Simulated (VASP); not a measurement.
# Ta2H: optical spectrum with LMBJ

The system is Ta2H.

```
Ta H
1.0
     1.72050   -2.37147    0.00000
     1.72050    2.37147    0.00000
     0.00000    0.00000    4.75857
Ta H
2 1
Direct
  0.50000 0.00000 0.73543
  0.00000 0.50000 0.26457
  0.00000 0.00000 0.00000
```

The cell comes from a database or a generator and needn't be the stable form of this composition.

```json
{
 "Program": "VASP 6.6.1",
 "Task": "optical spectrum",
 "Functional": "LMBJ",
 "Potentials or basis": "VASP PAW PBE potentials, release 64 (Ta_pv, H_s)",
 "Cutoff": "400 eV",
 "k mesh": "10 × 10 × 6",
 "Occupations": "gaussian, width 0.05 eV",
 "Spin": "no spin polarisation",
 "Further INCAR settings": "ALGO = Normal; EDIFF = 1e-07; NBANDS = 44"
}
```

The band gap on the k mesh is none (metal or under the smearing width).

Levels at points of the mesh, in eV from the Fermi level:
```
           k point  band 7  band 8  band 9  band 10  band 11  band 12  band 13  band 14  band 15  band 16
(0.00, 0.00, 0.00)   -9.84   -4.40   -3.26    -0.70     0.18     0.23     0.81     2.98     3.57     3.68
(0.50, 0.00, 0.00)   -7.39   -3.20   -2.66    -1.73    -0.84    -0.82     2.76     2.88     3.89     3.96
(0.50, 0.50, 0.00)   -7.29   -4.39   -3.80    -2.39    -0.22     3.46     3.87     5.78     5.78     5.81
(0.00, 0.00, 0.50)   -8.66   -5.77   -2.28    -1.25    -0.79     0.39     2.21     2.84     3.05     3.22
(0.50, 0.00, 0.50)   -7.93   -4.36   -1.74    -1.63    -0.61     0.91     2.97     3.05     4.16     4.17
(0.50, 0.50, 0.50)   -6.86   -2.99   -2.95    -2.09     0.18     0.23     0.79     1.57     6.16     6.19
```

Dielectric function (mean over the directions given):
```tsv
energy (eV)	real part	imaginary part
0.27	37.91	25.09
0.91	26.43	17.78
1.54	15.49	16.87
2.26	9.37	18.93
2.90	5.62	15.79
3.62	6.38	14.26
4.25	6.33	15.90
4.98	-0.30	16.75
5.61	-4.89	11.92
6.34	-3.95	6.61
6.97	-1.83	4.41
7.69	-0.86	5.33
8.33	-0.35	4.47
9.05	-1.16	4.81
9.68	-0.92	4.78
10.41	-0.71	4.30
11.04	-1.63	3.48
11.77	-1.39	3.17
12.40	-1.80	2.61
13.12	-1.21	1.84
13.76	-0.91	2.01
14.48	-0.73	1.74
15.11	-0.86	1.70
15.84	-0.91	1.54
16.47	-0.98	1.16
17.20	-0.78	0.90
17.83	-0.59	0.67
18.55	-0.32	0.50
19.19	-0.22	0.52
19.91	-0.10	0.41
```

Run time: 2.1 min on 1 thread of Intel(R) Xeon(R) 6975P-C (Granite Rapids), with other jobs on the host, peak memory 0.32 GiB.

Caveat: spectra need much finer meshes, so this one isn't converged; independent-particle spectra lack excitons; the intraband (Drude) part of a metal's response may be missing. The run has no spin-orbit coupling, so splittings on Ta are missing.
